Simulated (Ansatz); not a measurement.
## HfO2 — coordination and ¹⁷O quadrupole coupling

Cell: a structure deposited in the COD whose atoms were relaxed with PBE, the cell held.

Space group P2_1/c (No. 14); a = 5.1180, b = 5.1857, c = 5.2841 Å, β = 99.35°.

| site | Wyckoff | site symmetry | x | y | z |
| --- | --- | --- | --- | --- | --- |
| Hf | 4e | 1 | 0.2767 | 0.0419 | 0.2081 |
| O5 | 4e | 1 | 0.4466 | 0.7584 | 0.4803 |
| O9 | 4e | 1 | 0.0726 | 0.3393 | 0.3389 |

One atom of each set is listed.

Computed with Ansatz: DFT, PBE, plane waves and PAW, with spin–orbit coupling, 420 eV cutoff, Γ-centred 6×6×6 k-points, Fermi–Dirac smearing 0.02 eV.

Q(¹⁷O) = -25.58 mb.

(1) Rank these O sites by |C_Q|, smallest first.
A. O5: 4 Hf at 2.14–2.24 Å
B. O9: 3 Hf at 2.04–2.15 Å

Results:

(1) A (0.660 MHz, η = 1.00), B (0.833 MHz, η = 0.87).

Like point charges on the first shell alone (each adding as 1/d³) would give the same order.

At this cell the principal stresses reach 5 GPa in size with PBE, which can matter for small gradients.
